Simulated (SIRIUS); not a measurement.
ZrO:

```xyz
2
Lattice="1.8266 -2.9188 0.0000 1.8266 2.9188 0.0000 0.0000 0.0000 2.6199" Properties=species:S:1:pos:R:3 pbc="T T T"
Zr    0.0000    0.0000    0.0000
O     1.8266    0.0000    0.0000
```

The cell was built by a generator and needn't be a form met in nature.

Base run:

| Property | Result |
| --- | --- |
| Program | SIRIUS 7.10.0 |
| Functional | PW86PBE |
| Potentials or basis | PseudoDojo 0.4.1 PBE standard (scalar relativistic) |
| Cutoff | 1152 eV |
| Density cutoff | 4606 eV |
| k mesh | 6 × 6 × 7 |
| Occupations | fermi-dirac, width 0.05 eV |
| Spin | no spin polarisation |

Its results: band gap on the k mesh none (metal or under the smearing width); pressure 71.8 GPa.

Problem. After a change of settings the same cell gave: band gap on the k mesh none (metal or under the smearing width); pressure 65.8 GPa. Which change was it?
A. functional from PW86PBE to revPBE; libxc names from ["XC_GGA_X_PW86", "XC_GGA_C_PBE"] to ["XC_GGA_X_PBE_R", "XC_GGA_C_PBE"]
B. functional from PW86PBE to PBEsol; libxc names from ["XC_GGA_X_PW86", "XC_GGA_C_PBE"] to ["XC_GGA_X_PBE_SOL", "XC_GGA_C_PBE_SOL"]
C. functional from PW86PBE to PW91; libxc names from ["XC_GGA_X_PW86", "XC_GGA_C_PBE"] to ["XC_GGA_X_PW91", "XC_GGA_C_PW91"]
D. functional from PW86PBE to AM05; libxc names from ["XC_GGA_X_PW86", "XC_GGA_C_PBE"] to ["XC_GGA_X_AM05", "XC_GGA_C_AM05"]

Solution. C.

Caveats: a pressure of tens of GPa on the cell as given is suspect, and the run, the potentials or the cell itself is likely at fault; the potentials were made for another functional, which shifts forces and pressure.

Runs at the PBE level aren't shown here.
